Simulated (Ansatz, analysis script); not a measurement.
# Zigzag Ni chain, bond 2.282 Å: which texture of moments is lowest

Wanted: the lowest arrangement of moments that fits this cell of a zigzag Ni chain, bond 2.282 Å.

Method: PBE, PAW set soft_1, in Ansatz 0.2.0.

## Step 1: Starting point

The cell holds 4 atoms: 4 Ni. Cell: a = 12.000 Å, b = 12.000 Å, c = 5.477 Å, α = 90.0°, β = 90.0°, γ = 90.0°. It derives from Ni. An idealised lattice of chosen spacing, in vacuum. Vacuum lies along a and b. The structure's axis is c.

## Step 2: Starting state

First a free collinear run, to see which state the typed moments lead to.

File input.yaml:

```yaml
crystal:
  lattice:
    - [12.0, 0.0, 0.0]
    - [0.0, 12.0, 0.0]
    - [0.0, 0.0, 5.4768]
  atoms:
    - { symbol: Ni, position: [0.4239333333, 0.5, 0.0], spin: 1.0 }
    - { symbol: Ni, position: [0.4239333333, 0.5, 0.5], spin: 1.0 }
    - { symbol: Ni, position: [0.5760666667, 0.5, 0.25], spin: 1.0 }
    - { symbol: Ni, position: [0.5760666667, 0.5, 0.75], spin: 1.0 }
magnetization:
  spin_polarized: true
kpoints:
  mp_grid: { grid: [1, 1, 6] }
hamiltonian:
  xc: pbe
  pseudopotentials: { kind: paw, azcp: { folder: soft_1 } }
scf:
  occupations: { method: fermi_dirac, width: 0.05 }
  max_iter: 120
  convergence: { dr2_threshold: 1.0e-08 }
  lower_state_search: "off"
output:
  write_density: true
  write_potential: true
  elf: true
  volumetric_format: npy
```

On the command line:

```console
$ ansatz run input.yaml --threads 4 --pin off --max-ram 16384MiB --backend cpu --events-out ev --progress --plain --runs-dir out
```

Numbers of over 12 decimals in the logs are rounded to 6 here.

The program printed:

```text
Engine: ansatz 0.2.0, aarch64-unknown-linux-gnu
Pseudopotentials: kind: paw
Pseudopotential: Ni, paw, valence charge 18, recommended cutoff 420 eV (normal), soft_1/Ni.paw.azcp
Functional definition: PBE
  parameter kappa = 0.804
  parameter beta = 0.066725
  exchange = pbe_x(kappa = kappa, mu = beta*pi^2/3)
  correlation = pbe_c(beta = beta)
Crystal: 4 atoms, lattice volume = 788.659 Å³
Basis set: ecut = 420 eV, 15387 PW (Γ)
Bands: 46, of which v1, the nominal top of the filled ones, is band 36 counted from 1 (35 counted from 0)
Symmetry: 16 space group operations
Space group: Pmma (ITA 51), of the structure as read, at distance tolerance 9.2e-5 Å
Magnetic group: BNS 51.289 (UNI 387), of the structure as read, at distance tolerance 9.2e-5 Å
k-points: 4 of 6
Non-local potential: Ni, projectors of the file, l = 0: 3, l = 1: 2, l = 2: 3, l = 3: 1
PAW form: soft (Blöchl's): semilocal exchange-correlation on the pseudo side does not see the compensation charge
PAW one-centre angular grid: Ni, 590 points (default); XC on 64 Gauss nodes
Initial density: superposition of atomic densities (neutral atoms: chi_scale 0, normalization atom)
Starting moments: Σ|m| = 4 μB on 4 of 4 sites
Initial wavefunctions: pseudopotential atomic-orbital guess
Functional: x = pbe(κ = 0.804, μ = 0.219515), c = pbe(β = 0.066725)
SCF iter   1: F=—  HF=-23356.398849 eV  |F-HF|=—  |Δ(HF+E_count)|=         —  Δρ=4.50e-2 (↑2.31e-2 ↓4.50e-2)  dr2=3.12e1  dr2_m=9.96e-1  M=2.333 μB ∫|m|=2.459 μB  β_m=0.30  ethr=3.10e-3  ⟨swp⟩=9.2  Hψ=1739  notcnv=0  defer=1
preconditioner: auto → LDOS  [metal: Δε(μ)=0.096 eV  Ē_g=6.519 eV  σ=0.050 eV  W_gap=0.44  n_scr=78 (ndim 8)  ℏωp=8.4 eV  f_vac=0.812  D(μ)=11.56/eV (n_scr^D=54)]
spin=Collinear: LDOS preconditioning applied to the charge; magnetization (m = ρ↑ − ρ↓) channel mixes plain (no charge-response kernel on spin).
SCF iter   2: F=—  HF=-23350.782916 eV  |F-HF|=—  |Δ(HF+E_count)|=    5.62e0  Δρ=9.72e-3 (↑6.30e-3 ↓9.72e-3)  dr2=3.94e0  dr2_m=4.80e-2  M=3.000 μB ∫|m|=3.247 μB  β_m=0.30  ethr=3.10e-3  ⟨swp⟩=3.0  Hψ=872  notcnv=0  defer=26
SCF iter   3: F=—  HF=-23349.822029 eV  |F-HF|=—  |Δ(HF+E_count)|=   9.61e-1  Δρ=4.16e-3 (↑4.16e-3 ↓3.89e-3)  dr2=6.47e-1  dr2_m=2.00e-2  M=3.118 μB ∫|m|=3.402 μB  β_m=1.00  ethr=3.10e-3  ⟨swp⟩=3.2  Hψ=668  notcnv=0  defer=21
SCF iter   4: F=—  HF=-23349.801377 eV  |F-HF|=—  |Δ(HF+E_count)|=   2.07e-2  Δρ=7.40e-3 (↑3.33e-3 ↓7.40e-3)  dr2=2.10e-1  dr2_m=1.67e-1  M=3.779 μB ∫|m|=4.078 μB  β_m=1.00  ethr=8.98e-4  ⟨swp⟩=3.0  Hψ=560  notcnv=0  defer=21
SCF iter   5: F=—  HF=-23350.005493 eV  |F-HF|=—  |Δ(HF+E_count)|=   2.04e-1  Δρ=1.07e-2 (↑2.52e-3 ↓1.07e-2)  dr2=1.33e0  dr2_m=1.49e-1  M=3.030 μB ∫|m|=3.490 μB  β_m=0.30  ethr=2.92e-4  ⟨swp⟩=3.4  Hψ=639  notcnv=0  defer=21
SCF iter   6: F=—  HF=-23349.887637 eV  |F-HF|=—  |Δ(HF+E_count)|=   1.18e-1  Δρ=2.84e-3 (↑8.51e-4 ↓2.84e-3)  dr2=4.72e-2  dr2_m=1.91e-2  M=3.836 μB ∫|m|=4.186 μB  β_m=1.00  ethr=2.92e-4  ⟨swp⟩=3.9  Hψ=690  notcnv=0  defer=18
SCF iter   7: F=—  HF=-23349.911766 eV  |F-HF|=—  |Δ(HF+E_count)|=   2.41e-2  Δρ=1.83e-3 (↑1.01e-3 ↓1.83e-3)  dr2=5.23e-2  dr2_m=2.12e-3  M=3.938 μB ∫|m|=4.312 μB  β_m=1.00  ethr=6.55e-5  ⟨swp⟩=2.5  Hψ=461  notcnv=0  defer=18
SCF iter   8: F=—  HF=-23349.925014 eV  |F-HF|=—  |Δ(HF+E_count)|=   1.32e-2  Δρ=6.43e-4 (↑6.43e-4 ↓5.14e-4)  dr2=9.78e-3  dr2_m=1.86e-4  M=3.928 μB ∫|m|=4.322 μB  β_m=0.30  ethr=6.55e-5  ⟨swp⟩=2.0  Hψ=451  notcnv=0  defer=18
Mixer restart at iter 8: flushing history
spin-set hold released at iteration 8 (site moments contracting): the magnetisation degrees of freedom join the quasi-Newton model from the next iteration; the mixer history was flushed
SCF iter   9: F=—  HF=-23349.936681 eV  |F-HF|=—  |Δ(HF+E_count)|=   1.17e-2  Δρ=4.64e-4 (↑3.24e-4 ↓4.64e-4)  dr2=4.01e-3  dr2_m=2.03e-4  M=3.925 μB ∫|m|=4.328 μB  β_m=0.65  ethr=1.36e-5  ⟨swp⟩=1.5  Hψ=368  notcnv=0  defer=18
SCF iter  10: F=—  HF=-23349.952512 eV  |F-HF|=—  |Δ(HF+E_count)|=   1.58e-2  Δρ=9.35e-4 (↑2.94e-4 ↓9.35e-4)  dr2=7.59e-3  dr2_m=8.74e-4  M=3.955 μB ∫|m|=4.385 μB  β_m=0.62  ethr=5.57e-6  ⟨swp⟩=2.5  Hψ=704  notcnv=0  defer=18
SCF iter  11: F=—  HF=-23349.951529 eV  |F-HF|=—  |Δ(HF+E_count)|=   9.82e-4  Δρ=2.26e-4 (↑9.28e-5 ↓2.26e-4)  dr2=3.38e-4  dr2_m=1.59e-4  M=3.941 μB ∫|m|=4.375 μB  β_m=0.78  ethr=5.57e-6  ⟨swp⟩=2.0  Hψ=548  notcnv=0  defer=18
SCF iter  12: F=—  HF=-23349.951873 eV  |F-HF|=—  |Δ(HF+E_count)|=   3.44e-4  Δρ=1.35e-4 (↑1.27e-4 ↓1.35e-4)  dr2=3.29e-4  dr2_m=7.37e-6  M=3.938 μB ∫|m|=4.374 μB  β_m=0.64  ethr=4.70e-7  ⟨swp⟩=2.0  Hψ=548  notcnv=0  defer=18
SCF iter  13: F=—  HF=-23349.951831 eV  |F-HF|=—  |Δ(HF+E_count)|=   4.21e-5  Δρ=3.26e-5 (↑3.19e-5 ↓3.26e-5)  dr2=1.40e-5  dr2_m=4.82e-6  M=3.935 μB ∫|m|=4.371 μB  β_m=0.82  ethr=4.56e-7  ⟨swp⟩=2.1  Hψ=492  notcnv=0  defer=18
SCF iter  14: F=—  HF=-23349.951931 eV  |F-HF|=—  |Δ(HF+E_count)|=   1.00e-4  Δρ=2.83e-5 (↑4.80e-6 ↓2.83e-5)  dr2=5.49e-6  dr2_m=1.31e-6  M=3.933 μB ∫|m|=4.369 μB  β_m=0.90  ethr=1.95e-8  ⟨swp⟩=2.0  Hψ=553  notcnv=0  defer=18
SCF iter  15: F=—  HF=-23349.952015 eV  |F-HF|=—  |Δ(HF+E_count)|=   8.34e-5  Δρ=1.68e-5 (↑5.30e-6 ↓1.68e-5)  dr2=2.35e-6  dr2_m=2.63e-7  M=3.933 μB ∫|m|=4.368 μB  β_m=0.80  ethr=7.63e-9  ⟨swp⟩=1.6  Hψ=381  notcnv=0  defer=18
SCF iter  16: F=—  HF=-23349.952014 eV  |F-HF|=—  |Δ(HF+E_count)|=   2.87e-7  Δρ=3.27e-6 (↑9.31e-7 ↓3.27e-6)  dr2=4.24e-8  dr2_m=2.08e-8  M=3.934 μB ∫|m|=4.369 μB  β_m=0.88  ethr=3.26e-9  ⟨swp⟩=2.1  Hψ=463  notcnv=0  defer=18
SCF iter  17: F=-23349.952014 eV  HF=-23349.952014 eV  |F-HF|=4.40e-10  |Δ(HF+E_count)|=   1.01e-7  Δρ=5.59e-7 (↑1.28e-7 ↓5.59e-7)  dr2=2.23e-9  dr2_m=7.09e-10  M=3.934 μB ∫|m|=4.369 μB  ethr=1.39e-11  ⟨swp⟩=11.4  Hψ=1437  notcnv=0
SCF 1 converged in 17 iterations: F = -23349.952014 eV  dr2 = 2.23e-9
  greatest PAW one-centre occupation: 1.001 electrons in one spin orbital (limit 2), on the Ni atom at site 3 (counted from 0), in its partial waves of l = 1
WARN: The output density's exchange-correlation potential varies sharply where the density is thin. Do not read a vacuum level from v_tot or v_xc, or from such a field of the output density. On a cell that repeats whose density bears no net charge and no dipole along the vacuum's axis use v_es (v_loc + v_h of the components); under efield.dipole_correction with no amplitude use v_es + v_field, which holds any externa [...]
SCF converged after 17 iterations
Magnetization: 3.9336 μB (37.9668 up, 34.0332 down)
Absolute magnetization: 4.3692 μB (∫|ρ↑−ρ↓|, with the PAW one-centre terms)
Spin contamination: 0.0570 ħ² per cell (⟨S²⟩ above its minimum at these occupations)
Per-site moments (μB) at R_I (Å): [(0.930096, 0.941325), (0.930096, 0.941325), (0.930096, 0.941325), (0.930096, 0.941325)]
Free energy (F): -23349.952014 eV
Harris-Foulkes:  -23349.952014 eV  (|F-HF|=4.40e-10)
Internal energy: -23349.845704 eV  (E = F + TS)
E sigma→0 (E₀):  -23349.898859 eV
Entropy (-TS):   -0.106311 eV (-26.578 meV/atom)
Fermi energy:    -3.051763 eV
--- Per-component energies (eV) ---
  E_band       = -2613.385520
  E_kinetic    = 1345.607420
  E_local      = -42568.313714  (includes V_loc(G=0)·N_el)
  E_nonlocal   = -446.320114
  E_hartree    = 21030.962996
  E_xc         = -435.618752
  E_vxc        = -560.470142  (∫ρ·V_xc dr)
  E_paw        = -6654.238808  (= ΣΔE_a)
  E_vpaw       = -2445.806916  (= ΣTr[D̂ρ^β])
  E_aug_tail   = 0.003590  (compensation charges beyond the density's cutoff)
  E_ewald      = 4378.071677
  E_smearing   = -0.106311  (= −TS)
  E_closure    = -0.000000  (closes the sum)
  Σ components = -23349.952014   (vs F -23349.952014, Δ=0.00e0)
--- Band table (eV; the first three rows and the last of 8) ---
  k-point 0 ↑: bands = [... 32 lower, -3.9872, -3.9775, -3.9775, -3.9630, -3.6652, -3.3098, -1.4249, -1.2136, ... 6 higher]
  k-point 1 ↑: bands = [... 32 lower, -4.0609, -4.0338, -3.9465, -3.9220, -3.7552, -3.1607, -2.7648, -1.2226, ... 6 higher]
  k-point 2 ↑: bands = [... 32 lower, -4.1469, -4.0943, -3.9175, -3.9133, -3.8956, -3.8574, -2.7320, -1.1490, ... 6 higher]
  k-point 3 ↓: bands = [... 32 lower, -3.2091, -3.2091, -3.0156, -3.0156, -2.8986, -2.8986, -1.5709, -1.5709, ... 6 higher]
```

Elapsed: 11 s, on 4 threads of Arm Neoverse V1, shared host; peak memory 1.2 GiB; 41 s of CPU time.

Spin moment in the atom's sphere by atom:

| atom | spin moment in the atom's sphere (μB) |
| --- | --- |
| Ni1 | 0.930 |
| Ni2 | 0.930 |
| Ni3 | 0.930 |
| Ni4 | 0.930 |

Tables count atoms from 1; parts of the log count from 0.

The run ends ferromagnetic, with a net moment of 3.93 μB a cell. Only this order was typed.

Spin density in the ca plane at fractional y = 0.500, with atoms of Ni within 0.2 Å of it.

Values in e/Å³, 24 rows by 15 columns, each cell a mean:
```
0.0 0.0 0.0 0.0 0.0 0.0 0.0 0.0 0.0 0.0 0.0 0.0 0.0 0.0 0.0
0.0 0.0 0.0 0.0 0.0 0.0 0.0 0.0 0.0 0.0 0.0 0.0 0.0 0.0 0.0
0.0 0.0 0.0 0.0 0.0 0.0 0.0 0.0 0.0 0.0 0.0 0.0 0.0 0.0 0.0
0.0 0.0 0.0 0.0 0.0 0.0 0.0 0.0 0.0 0.0 0.0 0.0 0.0 0.0 0.0
0.0 0.0 0.0 0.0 0.0 0.0 0.0 0.0 0.0 0.0 0.0 0.0 0.0 0.0 0.0
0.0 0.0 0.0 0.0 0.0 0.0 0.0 0.0 0.0 0.0 0.0 0.0 0.0 0.0 0.0
0.0 0.0 0.0 0.0 0.0 0.0 0.0 0.0 0.0 0.0 0.0 0.0 0.0 0.0 0.0
0.0 0.0 0.0 0.0 0.0 0.0 0.0 0.0 0.0 0.0 0.0 0.0 0.0 0.0 0.0
0.0 0.0 0.1 0.1 0.1 0.1 0.0 0.0 0.0 0.0 0.1 0.1 0.1 0.0 0.0
0.0 0.0 0.2 1.5 1.6 0.2 0.0 0.0 0.0 0.1 0.7 1.9 0.8 0.1 0.0
0.0 0.0 0.2 1.4 1.5 0.2 0.0 0.0 0.0 0.0 0.7 1.8 0.7 0.0 0.0
0.0 0.0 0.0 0.1 0.1 0.0 0.0 0.0 0.0 0.0 0.0 0.1 0.0 0.0 0.0
0.4 0.1 0.0 0.0 0.0 0.0 0.1 0.4 0.3 0.0 0.0 0.0 0.0 0.0 0.2
2.7 0.6 0.0 0.0 0.0 0.0 0.5 2.7 1.6 0.1 0.0 0.0 0.0 0.1 1.5
0.8 0.2 0.0 0.0 0.0 0.0 0.2 0.7 0.5 0.1 0.0 0.0 0.0 0.1 0.5
0.1 0.0 0.0 0.0 0.0 0.0 0.0 0.1 0.1 0.0 0.0 0.0 0.0 0.0 0.1
0.0 0.0 0.0 0.0 0.0 0.0 0.0 0.0 0.0 0.0 0.0 0.0 0.0 0.0 0.0
0.0 0.0 0.0 0.0 0.0 0.0 0.0 0.0 0.0 0.0 0.0 0.0 0.0 0.0 0.0
0.0 0.0 0.0 0.0 0.0 0.0 0.0 0.0 0.0 0.0 0.0 0.0 0.0 0.0 0.0
0.0 0.0 0.0 0.0 0.0 0.0 0.0 0.0 0.0 0.0 0.0 0.0 0.0 0.0 0.0
0.0 0.0 0.0 0.0 0.0 0.0 0.0 0.0 0.0 0.0 0.0 0.0 0.0 0.0 0.0
0.0 0.0 0.0 0.0 0.0 0.0 0.0 0.0 0.0 0.0 0.0 0.0 0.0 0.0 0.0
0.0 0.0 0.0 0.0 0.0 0.0 0.0 0.0 0.0 0.0 0.0 0.0 0.0 0.0 0.0
0.0 0.0 0.0 0.0 0.0 0.0 0.0 0.0 0.0 0.0 0.0 0.0 0.0 0.0 0.0
```
Columns run along c (5.5 Å), rows up along a (12.0 Å). Atoms in or near the plane, at fractional coordinates: Ni at (0.00, 0.42), Ni at (0.50, 0.42), Ni at (0.25, 0.58), Ni at (0.75, 0.58).

Valence density in the ca plane at fractional y = 0.500, with atoms of Ni within 0.2 Å of it. It is the smooth field of the valence electrons, not physical close to the nuclei.

Ten steps, logarithmic in the rise over the least value, from '0' (0 e/Å³) to '9' (45 e/Å³), each cell a mean:
```
000000000000000
000000000000000
000000000000000
000000000000000
000000000000000
000000000000000
000000000000000
000000000000000
002332000124310
015885101379731
115885111379731
112332111123211
641111365211125
972112698410148
751001476310136
110000111000001
000000000000000
000000000000000
000000000000000
000000000000000
000000000000000
000000000000000
000000000000000
000000000000000
```
Columns run along c (5.5 Å), rows up along a (12.0 Å). Atoms in or near the plane, at fractional coordinates: Ni at (0.00, 0.42), Ni at (0.50, 0.42), Ni at (0.25, 0.58), Ni at (0.75, 0.58).

ELF in the ca plane at fractional y = 0.500, with atoms of Ni within 0.2 Å of it. It is the smooth field of the valence electrons, not physical close to the nuclei.

Values, 24 rows by 15 columns, each cell a mean:
```
0.00 0.00 0.00 0.00 0.00 0.00 0.00 0.00 0.00 0.00 0.00 0.00 0.00 0.00 0.00
0.00 0.00 0.00 0.00 0.00 0.00 0.00 0.00 0.00 0.00 0.00 0.00 0.00 0.00 0.00
0.01 0.01 0.01 0.01 0.01 0.01 0.01 0.01 0.01 0.01 0.01 0.01 0.01 0.01 0.01
0.02 0.02 0.02 0.02 0.02 0.02 0.02 0.02 0.02 0.02 0.02 0.02 0.02 0.02 0.02
0.05 0.05 0.04 0.04 0.04 0.04 0.05 0.05 0.05 0.04 0.04 0.04 0.04 0.04 0.05
0.11 0.09 0.08 0.07 0.07 0.08 0.09 0.11 0.10 0.08 0.07 0.07 0.07 0.08 0.10
0.19 0.15 0.11 0.10 0.10 0.11 0.15 0.19 0.17 0.13 0.11 0.10 0.10 0.13 0.17
0.27 0.18 0.13 0.11 0.11 0.13 0.18 0.27 0.23 0.15 0.12 0.11 0.12 0.15 0.23
0.31 0.18 0.17 0.25 0.25 0.17 0.17 0.31 0.24 0.15 0.21 0.27 0.21 0.15 0.24
0.29 0.18 0.36 0.77 0.78 0.38 0.18 0.29 0.22 0.22 0.58 0.83 0.60 0.23 0.21
0.31 0.18 0.34 0.74 0.75 0.35 0.18 0.31 0.23 0.21 0.56 0.81 0.57 0.21 0.22
0.25 0.22 0.21 0.25 0.25 0.21 0.22 0.25 0.24 0.21 0.23 0.26 0.23 0.20 0.24
0.43 0.26 0.20 0.28 0.28 0.20 0.26 0.43 0.36 0.21 0.23 0.30 0.23 0.20 0.35
0.94 0.55 0.20 0.25 0.26 0.19 0.53 0.94 0.81 0.31 0.19 0.29 0.19 0.29 0.80
0.60 0.33 0.18 0.26 0.27 0.18 0.32 0.60 0.49 0.22 0.20 0.30 0.20 0.21 0.48
0.16 0.14 0.16 0.27 0.28 0.16 0.14 0.16 0.15 0.14 0.21 0.30 0.22 0.14 0.15
0.11 0.12 0.16 0.22 0.23 0.16 0.12 0.11 0.11 0.13 0.19 0.24 0.19 0.13 0.11
0.09 0.10 0.12 0.15 0.15 0.12 0.10 0.09 0.09 0.11 0.14 0.15 0.14 0.11 0.09
0.06 0.06 0.07 0.08 0.08 0.07 0.06 0.06 0.06 0.06 0.07 0.08 0.07 0.06 0.06
0.03 0.03 0.03 0.04 0.04 0.03 0.03 0.03 0.03 0.03 0.04 0.04 0.04 0.03 0.03
0.01 0.01 0.01 0.01 0.01 0.01 0.01 0.01 0.01 0.01 0.01 0.01 0.01 0.01 0.01
0.01 0.01 0.01 0.01 0.01 0.01 0.01 0.01 0.01 0.01 0.01 0.01 0.01 0.01 0.01
0.00 0.00 0.00 0.00 0.00 0.00 0.00 0.00 0.00 0.00 0.00 0.00 0.00 0.00 0.00
0.00 0.00 0.00 0.00 0.00 0.00 0.00 0.00 0.00 0.00 0.00 0.00 0.00 0.00 0.00
```
Columns run along c (5.5 Å), rows up along a (12.0 Å). Atoms in or near the plane, at fractional coordinates: Ni at (0.00, 0.42), Ni at (0.50, 0.42), Ni at (0.25, 0.58), Ni at (0.75, 0.58).

## Step 3: Mesh refined

Levels at the Fermi energy are partly filled, so moments and energy differences can hang on the k-mesh, and the state is solved again on a denser one.

input.yaml, the sections that differ from step 2:

```yaml
crystal:
  lattice:
    - [12.0, 0.0, 0.0]
    - [0.0, 12.0, 0.0]
    - [0.0, 0.0, 5.4768]
  atoms:
    - { symbol: Ni, position: [0.4239333333, 0.5, 0.0], spin: 0.93 }
    - { symbol: Ni, position: [0.4239333333, 0.5, 0.5], spin: 0.93 }
    - { symbol: Ni, position: [0.5760666667, 0.5, 0.25], spin: 0.93 }
    - { symbol: Ni, position: [0.5760666667, 0.5, 0.75], spin: 0.93 }
kpoints:
  mp_grid: { grid: [1, 1, 20] }
basis:
  ecutwfc: 420.0
checkpoint:
  read: start
  write: ck
  compress: false
  write_wavefunctions: false
  write_every: 100000
# magnetization, hamiltonian, scf: as in step 2
# output: removed
```

The program printed:

```text
[...]
Absolute magnetization: 4.4365 μB (∫|ρ↑−ρ↓|, with the PAW one-centre terms)
[...]
Per-site moments (μB) at R_I (Å): [(0.957690, 0.941325), (0.957690, 0.941325), (0.957690, 0.941325), (0.957690, 0.941325)]
Free energy (F): -23349.948346 eV
[...]
Internal energy: -23349.839235 eV  (E = F + TS)
E sigma→0 (E₀):  -23349.893791 eV
Entropy (-TS):   -0.109111 eV (-27.278 meV/atom)
Fermi energy:    -3.047624 eV
[...]
[key lines of the parts left out:]
SCF converged after 9 iterations
Magnetization: 4.0670 μB (38.0335 up, 33.9665 down)
```

It took 14 s on 4 threads; peak memory 1.4 GiB.

Spin moment in the atom's sphere by atom:

| atom | spin moment in the atom's sphere (μB) |
| --- | --- |
| Ni1 | 0.958 |
| Ni2 | 0.958 |
| Ni3 | 0.958 |
| Ni4 | 0.958 |

The run ends ferromagnetic, with a net moment of 4.07 μB a cell, against 3.93 μB on the first mesh.

Signs and angles in the names of the patterns follow the order of the magnetic atoms in the input, which need not be their order in space.

In the spinor runs that follow the search for lower states is off.

## Step 4: Start: ferro

The parallel pattern comes first.

input.yaml, the sections that differ from step 3:

```yaml
crystal:
  lattice:
    - [12.0, 0.0, 0.0]
    - [0.0, 12.0, 0.0]
    - [0.0, 0.0, 5.4768]
  atoms:
    - { symbol: Ni, position: [0.4239333333, 0.5, 0.0], spin: 0.96, spin_axis: [0.0, 0.0, 1.0] }
    - { symbol: Ni, position: [0.4239333333, 0.5, 0.5], spin: 0.96, spin_axis: [0.0, 0.0, 1.0] }
    - { symbol: Ni, position: [0.5760666667, 0.5, 0.25], spin: 0.96, spin_axis: [0.0, 0.0, 1.0] }
    - { symbol: Ni, position: [0.5760666667, 0.5, 0.75], spin: 0.96, spin_axis: [0.0, 0.0, 1.0] }
magnetization:
  noncollinear: true
# kpoints, hamiltonian, scf, basis: as in step 3
# checkpoint: removed
```

On the command line:

```console
$ ansatz run input.yaml --threads 2 --pin off --max-ram 8192MiB --backend cpu --events-out ev --progress --plain --runs-dir out
```

The program printed:

```text
[...]
Crystal: 4 atoms, lattice volume = 788.659 Å³
Basis set: ecut = 420 eV, 15387 PW (Γ)
Bands: 88, of which v1, the nominal top of the filled ones, is band 72 counted from 1 (71 counted from 0)
Symmetry: 16 space group operations + 16 with time reversal
Moments: of one size on atoms that these operations exchange, one fixing the others by the rotation that the starting moments gave each, and all in one plane where the starting moments lie in one or along one axis (crystal.symmetry.detect: false holds none)
k-points: 11 of 20
[...]
Starting moments: Σ|m| = 3.84 μB on 4 of 4 sites
[...]
SCF iter   1: F=—  HF=-23356.415729 eV  |F-HF|=—  |Δ(HF+E_count)|=         —  Δρ=6.74e-2  dr2=3.11e1  dr2_m=7.89e-1  ethr=3.10e-3  |M|=2.38e0 ∫|m|=2.47e0 μB  |m|>n=1.6e-1 m-floor=0.0e0 τ_xc=0.0e0  β_m=0.30  ⟨swp⟩=8.2  Hψ=4087  notcnv=0  defer=35
[...]
SCF iter  20: F=-23349.948346 eV  HF=-23349.948346 eV  |F-HF|=9.24e-10  |Δ(HF+E_count)|=   2.20e-9  Δρ=7.19e-7  dr2=2.05e-9  dr2_m=7.06e-10  ethr=1.39e-11  |M|=4.07e0 ∫|m|=4.44e0 μB  |m|>n=6.5e-2 m-floor=0.0e0 τ_xc=0.0e0  ⟨swp⟩=2.5  Hψ=1969  notcnv=0
SCF 1 converged in 20 iterations: F = -23349.948346 eV  dr2 = 2.05e-9
[...]
SCF converged after 20 iterations
Stability not checked: this state was not tested for a lower state beside it, because this non-collinear magnet's GGA is evaluated by the locally collinear projection, under which the energy is not smooth in the magnetisation (locally_collinear_gga; see scf.lower_state_search)
Magnetization: |M| = 4.0671 μB,  M = (+0.0000, +0.0000, +4.0671) μB
Absolute magnetization: 4.4366 μB (∫|m|, with the PAW one-centre terms)
Moment direction: held on its axis by an average over the rotations of spin about it
  site 0: m = (+0.0000, +0.0000, +0.9577) μB, |m| = 0.9577 μB  (R = 0.94 Å)
  site 1: m = (+0.0000, +0.0000, +0.9577) μB, |m| = 0.9577 μB  (R = 0.94 Å)
  site 2: m = (+0.0000, +0.0000, +0.9577) μB, |m| = 0.9577 μB  (R = 0.94 Å)
  site 3: m = (+0.0000, +0.0000, +0.9577) μB, |m| = 0.9577 μB  (R = 0.94 Å)
Free energy (F): -23349.948346 eV
[...]
Internal energy: -23349.839237 eV  (E = F + TS)
E sigma→0 (E₀):  -23349.893791 eV
Entropy (-TS):   -0.109109 eV (-27.277 meV/atom)
Fermi energy:    -3.047556 eV
[...]
```

Run time: 2.4 min. Hardware: 2 threads; peak memory 2.5 GiB.

It ends ferromagnetic; the largest site carries 0.958 μB.

Spin moment in the atom's sphere by atom:

| atom | x (μB) | y (μB) | z (μB) | size |
| --- | --- | --- | --- | --- |
| Ni1 | 0.000 | 0.000 | 0.958 | 0.958 |
| Ni2 | 0.000 | 0.000 | 0.958 | 0.958 |
| Ni3 | 0.000 | 0.000 | 0.958 | 0.958 |
| Ni4 | 0.000 | 0.000 | 0.958 | 0.958 |

[end of part 1 of 2]

[Logs and program files are shortened in this print: banners, set-up blocks, solver, clock and traceback lines can be left out without a mark of their own.]

[Logs are printed without paths, hosts, clocks, repeated set-up lines and the standing remarks that a program may print on its own settings, such as how far it seeks lower states.]

[Hosts, paths, dates, database ids (printed as entryN), source tags and the programs' standing remarks are cut or masked in the printed files.]
